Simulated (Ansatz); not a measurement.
CaSe built on the CsCl prototype, relaxed with r2SCAN: 4 runs in the PAW code Ansatz, each a calculation of independent-particle optics. Space group Pm-3m (No. 221), cubic; conventional cell a = 3.635 Å, 24.01 Å³ an atom. Around Ca lie 8 Se at 3.15 Å; around Se lie 8 Ca at 3.15 Å. (Calculated; spin-unpolarised; the phase may be known or hypothetical.)

```
Ca Se
1.0
     3.63478    0.00000    0.00000
     0.00000    3.63478    0.00000
     0.00000    0.00000    3.63478
Ca Se
1 1
Direct
  0.00000 0.00000 0.00000
  0.50000 0.50000 0.50000
```

On meshes this coarse, single peaks can be features of the mesh. No local fields, no excitons; the zone sum runs over the cells of the mesh, and ε∞ includes the bands left out of the spectrum. Up to four peaks are listed, those above 15 % of the tallest and inside the complete range; the four can differ from row to row. Rows marked drawn have settings drawn at random (some not listed).

```json
{"functional": "PBE", "k mesh": "6×6×6", "broadening (eV)": "0.1", "scissors (eV)": "0.00", "range (eV)": "0–12", "settings": "chosen", "direct gap on the mesh before scissors (eV)": "0.77", "ε∞ xx": "8.16", "ε∞ yy": "8.16", "ε∞ zz": "8.16", "complete up to (eV)": "12.0", "tallest peaks of mean ε₂ (eV)": "2.80 4.55 6.90 9.75"}
{"functional": "r2SCAN", "k mesh": "6×6×6", "broadening (eV)": "0.1", "scissors (eV)": "0.00", "range (eV)": "0–12", "settings": "chosen", "direct gap on the mesh before scissors (eV)": "1.23", "ε∞ xx": "6.80", "ε∞ yy": "6.80", "ε∞ zz": "6.80", "complete up to (eV)": "12.0", "tallest peaks of mean ε₂ (eV)": "3.25 5.10 7.40 10.40"}
{"functional": "PBE", "k mesh": "6×6×6", "broadening (eV)": "0.1", "scissors (eV)": "0.76 (to HSE06)", "range (eV)": "0–12", "settings": "chosen", "direct gap on the mesh before scissors (eV)": "0.77", "ε∞ xx": "7.13", "ε∞ yy": "7.13", "ε∞ zz": "7.13", "complete up to (eV)": "12.0", "tallest peaks of mean ε₂ (eV)": "3.55 5.30 7.65 10.50"}
{"functional": "LDA", "k mesh": "6×6×6", "broadening (eV)": "0.05", "scissors (eV)": "2.50", "range (eV)": "2–15", "settings": "drawn", "direct gap on the mesh before scissors (eV)": "0.61", "ε∞ xx": "5.92", "ε∞ yy": "5.92", "ε∞ zz": "5.92", "complete up to (eV)": "15.0", "tallest peaks of mean ε₂ (eV)": "5.20 6.85 7.05 9.30"}
```

Spin-orbit coupling is left out.
